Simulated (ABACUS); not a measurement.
Here is an ABACUS 3.10.1 calculation.

Contents of INPUT:

```
INPUT_PARAMETERS
suffix              GaSb
calculation         scf
basis_type          lcao
pseudo_dir          ./
orbital_dir         ./
symmetry            1
dft_functional      pbe
ecutwfc             100
pseudo_rcut         10
nspin               1
nbands              18
ks_solver           genelpa
smearing_method     fd
smearing_sigma      0.00367493
scf_thr             1e-07
scf_nmax            100
mixing_type         broyden
mixing_beta         0.7
cal_force           1
cal_stress          1
out_mul             1
```

Contents of STRU:

```
ATOMIC_SPECIES
Sb 121.7600 Sb.upf
Ga 69.7230 Ga.upf

NUMERICAL_ORBITAL
Sb_confined-atom_8au_3s3p3d1f.orb
Ga_confined-atom_8au_3s3p3d1f.orb

LATTICE_CONSTANT
1.8897261246

LATTICE_VECTORS
0.0000000000 3.0590000000 3.0590000000
3.0590000000 0.0000000000 3.0590000000
3.0590000000 3.0590000000 0.0000000000

ATOMIC_POSITIONS
Direct

Sb
0.0
1
0.7500000000 0.7500000000 0.7500000000 1 1 1

Ga
0.0
1
0.0000000000 0.0000000000 0.0000000000 1 1 1
```

The input KPT:

```
K_POINTS
0
Gamma
8 8 8 0 0 0
```

Potentials or basis: PseudoDojo NC SR 0.4.1 PBE standard, TZDP LCAO (the cutoffs set its grid).

The run is started by

```console
$ OMP_NUM_THREADS=1 mpirun -np 4 abacus > log
```

Problem. Predict the band gap on the k mesh.

Solution. 0.09 eV, direct.

Problem. Estimate the pressure.

Solution. 2.8 GPa.

Problem. What does it give for the Mulliken charges?

Solution. Sb -0.09; Ga +0.09 e.

Caveat: the atomic orbitals were generated for these runs and aren't a published set; spin-orbit coupling is left out, which moves the levels of the heavy elements; the basis of atomic orbitals isn't converged, which shifts pressures, moduli and gaps.

**What was measured.**

A printed reference work, data compilation reports, for a bulk crystal of GaSb at 4.2 K: band gap 0.811 eV (direct).

A measured gap of GaSb is 0.811 eV (direct; 4.2 K; a printed reference work, data compilation); the calculated 0.09 eV misses it by -0.72 eV. Spin-orbit coupling on Ga, Sb is left out. The value is that of PBE in an atomic basis (PseudoDojo NC SR 0.4.1 PBE standard, TZDP LCAO (the cutoffs set its grid)), whose error adds to the functional's, on a finite k mesh, which can miss the band edges, without temperature or zero-point motion. Semilocal functionals fall short of measured gaps as a rule.
